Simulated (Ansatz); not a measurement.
# Resistance of the fcc Pd(111) / fcc Pt(111) interface, two mixed layers, 2x2, part 2 of 2

Wanted: 2AR for the fcc Pd(111) / fcc Pt(111) interface, two mixed layers, 2x2. Experiment: current-perpendicular-to-plane resistances of sputtered multilayers at 4.2 K give 2AR = 0.28 ± 0.06 fΩ m² (J. Bass, CPP magnetoresistance of magnetic multilayers: a critical review, arXiv:1511.07387 (2015), Table 10). Those interfaces are textured, rough and intermixed over some layers.

Ansatz 0.2.0; Ansatz plane-wave DFT, PBE, PAW files; ballistic transport by layer matching (Landauer), zero bias.

So far, transmission per spin nearest the Fermi level: step 2 (transmission: mixed layers, first draw) 4.51.

**4. Transmission: mixed layers, second draw, draw 5**

A second random filling shows the spread between draws.

This step: Ansatz plane-wave DFT, PBE, PAW files; ballistic transport by layer matching (Landauer), zero bias (Ansatz 0.2.0).

System of this step: fcc Pd(111) / fcc Pt(111) interface, two mixed layers, 2x2. The cell holds 72 atoms: 36 Pd and 36 Pt. Cell: a = 5.524 Å, b = 5.524 Å, c = 40.592 Å, α = 90.0°, β = 90.0°, γ = 120.0°. It derives from Pd and Pt. Regions: Pd, 36 atoms (34 Pd and 2 Pt); Pt, 36 atoms (2 Pd and 34 Pt). The structure's axis is c.

input.yaml reads:

```yaml
crystal:
  lattice:
    - [5.5236353319, 0.0, 0.0]
    - [-2.761817666, 4.7836085187, 0.0]
    - [0.0, 0.0, 40.5923077109]
  atoms:
    - { symbol: Pd, position: [0.0, 0.0, 0.0246352094] }
    - { symbol: Pd, position: [0.0, 0.5, 0.0246352094] }
    - { symbol: Pd, position: [0.5, 0.0, 0.0246352094] }
    - { symbol: Pd, position: [0.5, 0.5, 0.0246352094] }
    - { symbol: Pd, position: [0.1666666667, 0.3333333333, 0.0795080502] }
    - { symbol: Pd, position: [0.1666666667, 0.8333333333, 0.0795080502] }
    - { symbol: Pd, position: [0.6666666667, 0.3333333333, 0.0795080502] }
    - { symbol: Pd, position: [0.6666666667, 0.8333333333, 0.0795080502] }
    - { symbol: Pd, position: [0.3333333333, 0.1666666667, 0.134380891] }
    - { symbol: Pd, position: [0.3333333333, 0.6666666667, 0.134380891] }
    - { symbol: Pd, position: [0.8333333333, 0.1666666667, 0.134380891] }
    - { symbol: Pd, position: [0.8333333333, 0.6666666667, 0.134380891] }
    - { symbol: Pd, position: [0.0, 0.0, 0.1892537318] }
    - { symbol: Pd, position: [0.0, 0.5, 0.1892537318] }
    - { symbol: Pd, position: [0.5, 0.0, 0.1892537318] }
    - { symbol: Pd, position: [0.5, 0.5, 0.1892537318] }
    - { symbol: Pd, position: [0.1666666667, 0.3333333333, 0.2441265725] }
    - { symbol: Pd, position: [0.1666666667, 0.8333333333, 0.2441265725] }
    - { symbol: Pd, position: [0.6666666667, 0.3333333333, 0.2441265725] }
    - { symbol: Pd, position: [0.6666666667, 0.8333333333, 0.2441265725] }
    - { symbol: Pd, position: [0.3333333333, 0.1666666667, 0.2989994133] }
    - { symbol: Pd, position: [0.3333333333, 0.6666666667, 0.2989994133] }
    - { symbol: Pd, position: [0.8333333333, 0.1666666667, 0.2989994133] }
    - { symbol: Pd, position: [0.8333333333, 0.6666666667, 0.2989994133] }
    - { symbol: Pd, position: [0.0, 0.0, 0.3538722541] }
    - { symbol: Pd, position: [0.0, 0.5, 0.3538722541] }
    - { symbol: Pd, position: [0.5, 0.0, 0.3538722541] }
    - { symbol: Pd, position: [0.5, 0.5, 0.3538722541] }
    - { symbol: Pd, position: [0.1666666667, 0.3333333333, 0.4087450949] }
    - { symbol: Pd, position: [0.1666666667, 0.8333333333, 0.4087450949] }
    - { symbol: Pd, position: [0.6666666667, 0.3333333333, 0.4087450949] }
    - { symbol: Pd, position: [0.6666666667, 0.8333333333, 0.4087450949] }
    - { symbol: Pd, position: [0.3333333333, 0.1666666667, 0.4636179357] }
    - { symbol: Pt, position: [0.3333333333, 0.6666666667, 0.4636179357] }
    - { symbol: Pt, position: [0.8333333333, 0.1666666667, 0.4636179357] }
    - { symbol: Pd, position: [0.8333333333, 0.6666666667, 0.4636179357] }
    - { symbol: Pd, position: [0.0, 0.0, 0.5191734912] }
    - { symbol: Pt, position: [0.0, 0.5, 0.5191734912] }
    - { symbol: Pt, position: [0.5, 0.0, 0.5191734912] }
    - { symbol: Pd, position: [0.5, 0.5, 0.5191734912] }
    - { symbol: Pt, position: [0.1666666667, 0.3333333333, 0.5754117616] }
    - { symbol: Pt, position: [0.1666666667, 0.8333333333, 0.5754117616] }
    - { symbol: Pt, position: [0.6666666667, 0.3333333333, 0.5754117616] }
    - { symbol: Pt, position: [0.6666666667, 0.8333333333, 0.5754117616] }
    - { symbol: Pt, position: [0.3333333333, 0.1666666667, 0.6316500319] }
    - { symbol: Pt, position: [0.3333333333, 0.6666666667, 0.6316500319] }
    - { symbol: Pt, position: [0.8333333333, 0.1666666667, 0.6316500319] }
    - { symbol: Pt, position: [0.8333333333, 0.6666666667, 0.6316500319] }
    - { symbol: Pt, position: [0.0, 0.0, 0.6878883022] }
    - { symbol: Pt, position: [0.0, 0.5, 0.6878883022] }
    - { symbol: Pt, position: [0.5, 0.0, 0.6878883022] }
    - { symbol: Pt, position: [0.5, 0.5, 0.6878883022] }
    - { symbol: Pt, position: [0.1666666667, 0.3333333333, 0.7441265725] }
    - { symbol: Pt, position: [0.1666666667, 0.8333333333, 0.7441265725] }
    - { symbol: Pt, position: [0.6666666667, 0.3333333333, 0.7441265725] }
    - { symbol: Pt, position: [0.6666666667, 0.8333333333, 0.7441265725] }
    - { symbol: Pt, position: [0.3333333333, 0.1666666667, 0.8003648429] }
    - { symbol: Pt, position: [0.3333333333, 0.6666666667, 0.8003648429] }
    - { symbol: Pt, position: [0.8333333333, 0.1666666667, 0.8003648429] }
    - { symbol: Pt, position: [0.8333333333, 0.6666666667, 0.8003648429] }
    - { symbol: Pt, position: [0.0, 0.0, 0.8566031132] }
    - { symbol: Pt, position: [0.0, 0.5, 0.8566031132] }
    - { symbol: Pt, position: [0.5, 0.0, 0.8566031132] }
    - { symbol: Pt, position: [0.5, 0.5, 0.8566031132] }
    - { symbol: Pt, position: [0.1666666667, 0.3333333333, 0.9128413835] }
    - { symbol: Pt, position: [0.1666666667, 0.8333333333, 0.9128413835] }
    - { symbol: Pt, position: [0.6666666667, 0.3333333333, 0.9128413835] }
    - { symbol: Pt, position: [0.6666666667, 0.8333333333, 0.9128413835] }
    - { symbol: Pt, position: [0.3333333333, 0.1666666667, 0.9690796538] }
    - { symbol: Pt, position: [0.3333333333, 0.6666666667, 0.9690796538] }
    - { symbol: Pt, position: [0.8333333333, 0.1666666667, 0.9690796538] }
    - { symbol: Pt, position: [0.8333333333, 0.6666666667, 0.9690796538] }
kpoints:
  mp_grid: { grid: [5, 5, 1] }
hamiltonian:
  xc: pbe
scf:
  occupations: { method: fermi_dirac, width: 0.1 }
output:
  transmission:
    leads: [[12, 16], [52, 56]]
    kmesh: [16, 16]
    e_range: [-0.06, 0.06]
    de: 0.04
  write_potential: true
  write_density: true
  volumetric_format: npy
```

On the command line:

```sh
$ ansatz run input.yaml --threads 16 --pin off --max-ram 28672MiB --backend cpu --events-out ev --progress --plain --runs-dir out
```

Numbers of over 12 decimals in the logs are rounded to 6 here.

Output:

```text
[...]
Crystal: 72 atoms, lattice volume = 1072.567 Å³
Basis set: ecut = 420 eV, 20949 PW (Γ)
Bands: 778, of which v1, the nominal top of the filled ones, is band 648 counted from 1 (647 counted from 0)
Symmetry: 4 space group operations
[...]
k-points: 9 of 25 (time reversal used)
[...]
SCF iter   1: F=—  HF=-701852.457032 eV  |F-HF|=—  |Δ(HF+E_count)|=         —  Δρ=4.88e-3  dr2=6.12e0  ethr=1.77e-3  ⟨swp⟩=5.2  Hψ=24151  notcnv=0  defer=593
[...]
SCF iter   9: F=-701852.464014 eV  HF=-701852.464014 eV  |F-HF|=1.19e-8  |Δ(HF+E_count)|=   8.73e-9  Δρ=5.72e-7  dr2=1.32e-8  ethr=7.72e-12  ⟨swp⟩=6.4  Hψ=22331  notcnv=0
SCF 1 converged in 9 iterations: F = -701852.464014 eV  dr2 = 1.32e-8
[...]
transmission: 308 of 3066 steps passed
transmission: 628 of 3066 steps passed
[...]
transmission: 3066 of 3066 steps passed
SCF converged after 9 iterations
Free energy (F): -701852.464014 eV
[...]
Internal energy: -701848.380913 eV  (E = F + TS)
E sigma→0 (E₀):  -701850.422464 eV
Entropy (-TS):   -4.083101 eV (-56.710 meV/atom)
Fermi energy:    21.698232 eV
[...]
--- Band table (eV; the first three rows and the last of 9) ---
  k-point 0: bands = [... 644 lower, 21.8817, 21.8832, 21.8916, 21.8958, 21.9038, 21.9039, 21.9276, 21.9373, ... 126 higher]
  k-point 1: bands = [... 644 lower, 21.6548, 21.6556, 21.6838, 21.6843, 21.7084, 21.7766, 21.7841, 21.8119, ... 126 higher]
  k-point 2: bands = [... 644 lower, 21.6651, 21.7024, 21.7069, 21.7175, 21.7246, 21.7263, 21.7387, 21.7433, ... 126 higher]
  k-point 8: bands = [... 644 lower, 21.6604, 21.6887, 21.7114, 21.7148, 21.7177, 21.7280, 21.7395, 21.7433, ... 126 higher]
--- Transmission ---
  basis      : 235 plane waves across, 42 finite elements along
  points     : 73, standing for a mesh of 16 x 16
[...]
channels       : 5.675781e0 a spin
[...]
channels       : 6.828125e0 a spin
[...]
junction   : crystal 0 to crystal 1, 9.49 to 29.76 Å
    transmission   : 4.529925e0 a spin
[...]
```

It took 6.3 min on 16 threads of Arm Neoverse V2, shared host; peak memory 13 GiB; 78 min of CPU time.

This step gave:

```yaml
free_energy: -701852.4640 eV
energy_at_zero_smearing: -701850.4225 eV
transmission_per_spin_nearest_the_fermi_level: 4.530
step_of_the_upper_lead_s_potential: 3.1 meV
```

Per spin. Table of transmission, zone mean by energy, zero at the Fermi level:

| energy (eV) | transmission, zone mean |
| --- | --- |
| -0.0600 | 5.40 |
| -0.0200 | 4.53 |
| 0.0200 | 4.08 |
| 0.0600 | 3.76 |

Over the solved energies the transmission per spin lies between 3.76 and 5.40, out of 5.52 channels of the lead on average (up to 6.91).

**5. Resistance: mixed layers, second draw**

This step: Ansatz plane-wave DFT, PBE, PAW files; ballistic transport by layer matching (Landauer), zero bias; specific resistance of one interface, 1/T less the mean of the leads' 1/N (Ansatz 0.2.0).

Numbers from this step:

- area resistance: 0.1961 fΩ m²
- T over the leads' mean channel count: 0.7396
- twice the interface resistance (2AR, or 2AR* for magnets): 0.3922 fΩ m²

Twice the interface resistance is 0.392 fΩ m² here, against 0.419 in the first run; 74.0 % of the two leads' mean channel count pass, 72.7 % before.

**6. Outcome**

| Item | Value |
| --- | --- |
| 2AR, mixed layers, first draw | 0.419 fΩ m² |
| 2AR, mixed layers, second draw | 0.392 fΩ m² |
| twice the interface resistance (2AR, or 2AR* for magnets), measured | 0.28 fΩ m² at 4.2 K (measured, sputtered multilayers; J. Bass, CPP magnetoresistance of magnetic multilayers: a critical review, arXiv:1511.07387 (2015), Table 10) |

**Reading.** One interface gives 2AR = 0.419 fΩ m² (mixed layers, first draw). The two draws give 0.42 and 0.39 fΩ m². Against the measured 0.28 fΩ m², mixed layers, first draw gives 0.419, a ratio of 1.5: fair agreement. Earlier muffin-tin calculations for two mixed layers gave 0.42 fΩ m² (same review, Table 14). The formula assumes diffuse scattering between interfaces; layers sit on ideal sites at each metal's own atomic volume. Spin-orbit coupling is left out, which matters for Pt.

[Logs are printed without paths, hosts, clocks, repeated set-up lines and the standing remarks that a program may print on its own settings, such as how far it seeks lower states.]

[Hosts, paths, dates, database ids (printed as entryN), source tags and the programs' standing remarks are cut or masked in the printed files.]
